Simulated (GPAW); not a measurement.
# 1 ML Co on Ta(110), 1 substrate layers: cost and accuracy of the smearing, part 2 of 2

Aim: see how far moments and order energies of 1 ML Co on Ta(110), 1 substrate layers move with the smearing, and what each rung costs.

GPAW 26.7.0; LDA; plane waves with GPAW's PAW setups, scalar-relativistic.

So far, largest spin moment in the augmentation sphere (μB): step 2 (rung 1 (width 0.4 eV), start ferro +) 1.06; step 4 (rung 2 (width 0.2 eV), start ferro +) 1.47; step 5 (rung 2 (width 0.2 eV), start antiferro q=(0,1/2,0) +-) 1.35; step 6 (rung 3 (width 0.1 eV), start ferro +) 1.55; step 7 (rung 3 (width 0.1 eV), start antiferro q=(0,1/2,0) +-) 1.44.

## Step 8: Rung 4 (width 0.05 eV), start ferro +

The input, order1.py:

```python
import json
import numpy as np
from ase import Atoms
from ase.parallel import paropen, parprint
from gpaw import GPAW

atoms = Atoms(['Ta', 'Co'],
    cell=[[1.65128, -2.335263, 0.0],
         [1.65128, 2.335263, 0.0],
         [0.0, 0.0, 16.110911]],
    scaled_positions=[[0.0, 0.0, 0.434488],
         [0.5, 0.5, 0.565512]],
    pbc=True,
    magmoms=[0.0, 2.0])
atoms.calc = GPAW(mode={'name': 'pw', 'ecut': 550},
    xc='LDA',
    kpts={'size': (10, 10, 1), 'gamma': True},
    occupations={'name': 'fermi-dirac', 'width': 0.05},
    convergence={'density': 1e-05, 'energy': 1e-05},
    maxiter=200,
    symmetry={'tolerance': 1e-4},
    txt='order1.txt')
e = atoms.get_potential_energy(force_consistent=True)
res = {'free_energy': e, 'energy_sigma0': atoms.get_potential_energy(), 'fermi_energy': atoms.calc.get_fermi_level()}
res['moments'] = atoms.get_magnetic_moments().tolist()
res['total'] = atoms.get_magnetic_moment()
parprint('site moments (muB):', np.round(res['moments'], 3))
parprint(f"total moment: {res['total']:.3f} muB")
parprint(f'free energy: {e:.6f} eV')
atoms.calc.write('order1.gpw')
with paropen('results.json', 'w') as f:
    json.dump(res, f)
```

On the command line:

```
$ OMP_NUM_THREADS=1 mpirun -n 2 gpaw python order1.py > order1.log
```

Log:

```text
site moments (muB): [0.042 1.573]
total moment: 1.662 muB
free energy: -16.838528 eV

--- order1.txt ---
Input parameters:
  mode=PW(ecut=550),
  convergence={'density': 1e-05, 'energy': 1e-05},
  kpts=MonkhorstPack(size=(10, 10, 1), gamma=True),
  maxiter=200,
  occupations=Occupations(name='fermi-dirac', width=0.05),
  symmetry=Symmetry(tolerance=0.0001),
  xc=XC(name='LDA')

Diagonalizing LCAO Hamiltonian
[...]
|          6 |        -3.290 |     1.000 |        -2.220 |     1.000 |
|          7 |        -2.645 |     1.000 |        -1.513 |     1.000 |
[...]
|         15 |         2.488 |     0.000 |         2.604 |     0.000 |
|         16 |         2.963 |     0.000 |         2.998 |     0.000 |
|         17 |         3.704 |     0.000 |         3.720 |     0.000 |
|         18 |         3.905 |     0.000 |         3.947 |     0.000 |

No gap
No difference between direct/indirect transitions

[key lines of the parts left out:]
Free energy:     -16.838528
Converged in 18 steps
dipole moment: (-11.914604, -0.000000, 0.043345)  # |e|*Ang
Fermi level: -0.837
```

The job ended after 35 s (2 MPI ranks of Arm Neoverse V2, shared host; peak memory 0.5 GiB; 71 s of CPU time).

Read from the output:

| Quantity | Value |
| --- | --- |
| magnetization | 1.662 μB |
| final state | ferromagnetic |
| largest moment | 1.573 μB |

The largest moment moves by +0.03 μB from rung 3, at 1.00 times its CPU time.

## Step 9: Rung 4 (width 0.05 eV), start antiferro q=(0,1/2,0) +-

The input, order2.py:

```python
import json
import numpy as np
from ase import Atoms
from ase.parallel import paropen, parprint
from gpaw import GPAW

atoms = Atoms(['Ta', 'Ta', 'Co', 'Co'],
    cell=[[1.65128, -2.335263, 0.0],
         [3.30256, 4.670526, 0.0],
         [0.0, 0.0, 16.110911]],
    scaled_positions=[[0.0, 0.0, 0.434488],
         [0.0, 0.5, 0.434488],
         [0.5, 0.25, 0.565512],
         [0.5, 0.75, 0.565512]],
    pbc=True,
    magmoms=[0.0, 0.0, 2.0, -2.0])
atoms.calc = GPAW(mode={'name': 'pw', 'ecut': 550},
    xc='LDA',
    kpts={'size': (10, 5, 1), 'gamma': True},
    occupations={'name': 'fermi-dirac', 'width': 0.05},
    convergence={'density': 1e-05, 'energy': 1e-05},
    maxiter=200,
    symmetry={'tolerance': 1e-4},
    txt='order2.txt')
e = atoms.get_potential_energy(force_consistent=True)
res = {'free_energy': e, 'energy_sigma0': atoms.get_potential_energy(), 'fermi_energy': atoms.calc.get_fermi_level()}
res['moments'] = atoms.get_magnetic_moments().tolist()
res['total'] = atoms.get_magnetic_moment()
parprint('site moments (muB):', np.round(res['moments'], 3))
parprint(f"total moment: {res['total']:.3f} muB")
parprint(f'free energy: {e:.6f} eV')
atoms.calc.write('order2.gpw')
with paropen('results.json', 'w') as f:
    json.dump(res, f)
```

On the command line:

```
$ OMP_NUM_THREADS=1 mpirun -n 2 gpaw python order2.py > order2.log
```

Log:

```text
site moments (muB): [-0.   -0.    1.47 -1.47]
total moment: -0.000 muB
free energy: -33.540007 eV

--- order2.txt ---
Input parameters:
  mode=PW(ecut=550),
  convergence={'density': 1e-05, 'energy': 1e-05},
  kpts=MonkhorstPack(size=(10, 5, 1), gamma=True),
  maxiter=200,
  occupations=Occupations(name='fermi-dirac', width=0.05),
  symmetry=Symmetry(tolerance=0.0001),
  xc=XC(name='LDA')

[...]
|         17 |        -1.782 |     1.000 |        -1.782 |     1.000 |
|         18 |        -1.586 |     1.000 |        -1.586 |     1.000 |
[...]
|         27 |         2.249 |     0.000 |         2.249 |     0.000 |
|         28 |         2.252 |     0.000 |         2.252 |     0.000 |
|         29 |         2.523 |     0.000 |         2.523 |     0.000 |
|         30 |         2.620 |     0.000 |         2.620 |     0.000 |

No gap
No difference between direct/indirect transitions

[key lines of the parts left out:]
Free energy:     -33.540007
Converged in 21 steps
dipole moment: (-11.914841, -16.850122, 0.074497)  # |e|*Ang
Fermi level: -0.802
```

Elapsed: 2 min, on 2 MPI ranks; peak memory 0.78 GiB; 4.1 min of CPU time.

Numbers from this step:

| Item | Value |
| --- | --- |
| magnetization | 0 μB |
| final state | antiferromagnetic |
| largest moment | 1.470 μB |

This start lies +68.5 meV a seeded atom from the first, a change of +9.4 meV since rung 3; its largest moment is 1.47 μB.

## Step 10: Rung 5 (width 0.02 eV), start ferro +

order1.py is the script of step 8 with these lines changed:

```diff
@@ -17,3 +17,3 @@
     kpts={'size': (10, 10, 1), 'gamma': True},
-    occupations={'name': 'fermi-dirac', 'width': 0.05},
+    occupations={'name': 'fermi-dirac', 'width': 0.02},
     convergence={'density': 1e-05, 'energy': 1e-05},
```

On the command line:

```
$ OMP_NUM_THREADS=1 mpirun -n 2 gpaw python order1.py > order1.log
```

Log:

```text
site moments (muB): [0.058 1.574]
total moment: 1.692 muB
free energy: -16.825369 eV

--- order1.txt ---
Input parameters:
  mode=PW(ecut=550),
  convergence={'density': 1e-05, 'energy': 1e-05},
  kpts=MonkhorstPack(size=(10, 10, 1), gamma=True),
  maxiter=200,
  occupations=Occupations(name='fermi-dirac', width=0.02),
  symmetry=Symmetry(tolerance=0.0001),
  xc=XC(name='LDA')

Diagonalizing LCAO Hamiltonian
[...]
|          6 |        -3.289 |     1.000 |        -2.221 |     1.000 |
|          7 |        -2.659 |     1.000 |        -1.516 |     1.000 |
[...]
|         15 |         2.475 |     0.000 |         2.602 |     0.000 |
|         16 |         2.952 |     0.000 |         3.000 |     0.000 |
|         17 |         3.704 |     0.000 |         3.721 |     0.000 |
|         18 |         3.905 |     0.000 |         3.950 |     0.000 |

No gap
No difference between direct/indirect transitions

[key lines of the parts left out:]
Free energy:     -16.825369
Converged in 20 steps
dipole moment: (-11.915106, -0.000000, 0.044566)  # |e|*Ang
Fermi level: -0.840
```

Wall time 39 s (2 MPI ranks); peak memory 0.5 GiB; 77 s of CPU time.

This step gave:

```yaml
magnetization: 1.692 μB
final_state: ferromagnetic
largest_moment: 1.574 μB
```

The largest moment is that of rung 4, at 1.1 times its CPU time.

## Step 11: Rung 5 (width 0.02 eV), start antiferro q=(0,1/2,0) +-

order2.py is the script of step 9 with these lines changed:

```diff
@@ -19,3 +19,3 @@
     kpts={'size': (10, 5, 1), 'gamma': True},
-    occupations={'name': 'fermi-dirac', 'width': 0.05},
+    occupations={'name': 'fermi-dirac', 'width': 0.02},
     convergence={'density': 1e-05, 'energy': 1e-05},
```

On the command line:

```
$ OMP_NUM_THREADS=1 mpirun -n 2 gpaw python order2.py > order2.log
```

Log:

```text
site moments (muB): [ 0.     0.     1.473 -1.473]
total moment: -0.000 muB
free energy: -33.507532 eV

--- order2.txt ---
Input parameters:
  mode=PW(ecut=550),
  convergence={'density': 1e-05, 'energy': 1e-05},
  kpts=MonkhorstPack(size=(10, 5, 1), gamma=True),
  maxiter=200,
  occupations=Occupations(name='fermi-dirac', width=0.02),
  symmetry=Symmetry(tolerance=0.0001),
  xc=XC(name='LDA')

[...]
|         17 |        -1.773 |     1.000 |        -1.773 |     1.000 |
|         18 |        -1.578 |     1.000 |        -1.578 |     1.000 |
[...]
|         27 |         2.256 |     0.000 |         2.256 |     0.000 |
|         28 |         2.257 |     0.000 |         2.257 |     0.000 |
|         29 |         2.529 |     0.000 |         2.529 |     0.000 |
|         30 |         2.627 |     0.000 |         2.627 |     0.000 |

No gap
No difference between direct/indirect transitions

[key lines of the parts left out:]
Free energy:     -33.507532
Converged in 20 steps
dipole moment: (-11.914907, -16.850215, 0.073776)  # |e|*Ang
Fermi level: -0.792
```

The job ended after 2 min (2 MPI ranks; peak memory 0.78 GiB; 4 min of CPU time).

Numbers from this step:

```
magnetization  : 0 μB
final state    : antiferromagnetic
largest moment : 1.473 μB
```

This start lies +71.6 meV a seeded atom from the first, a change of +3.1 meV since rung 4; its largest moment is 1.47 μB.

## Step 12: Side by side

Ladder, by row:

```csv
rung,smearing (eV),state from the first start,state from the second start,second less first (meV a seeded atom),"moment, first (μB)","moment, second (μB)",CPU time (s)
1,0.4,ferromagnetic,antiferromagnetic,9.577,1.058,0.8397,348.3
2,0.2,ferromagnetic,antiferromagnetic,39.05,1.469,1.35,308.2
3,0.1,ferromagnetic,antiferromagnetic,59.13,1.546,1.443,303.3
4,0.05,ferromagnetic,antiferromagnetic,68.52,1.573,1.47,315.9
5,0.02,ferromagnetic,antiferromagnetic,71.6,1.574,1.473,318.8
```

## Step 13: Summary of results

```json
{"range of the moment in the table, first start": "1.06 to 1.57 μB", "range of CPU time": "5.1 min to 5.8 min", "range of the energy difference": "9.58 to 71.6 meV a seeded atom", "first rung from which all stay within 3.6 meV of the last": "4"}
```

What this shows: From rung 4 on the result stays within 3.1 meV of the last rung, inside the margin of 3.6 meV set for it, at 99 % of the last rung's cost. The first start ends lower on every rung of the table; whether functional and cell give the true order is another question. The mesh stays the same, and a narrow smearing needs a finer one, so the last rung is no sure reference.

[Logs and program files are shortened in this print: banners, set-up blocks, solver, clock and traceback lines can be left out without a mark of their own.]

[Logs are printed without paths, hosts, clocks, repeated set-up lines and the standing remarks that a program may print on its own settings, such as how far it seeks lower states.]

[Hosts, paths, dates, database ids (printed as entryN), source tags and the programs' standing remarks are cut or masked in the printed files.]

[Where a cell is said to come from a database of computed structures, the database is the Materials Project.]
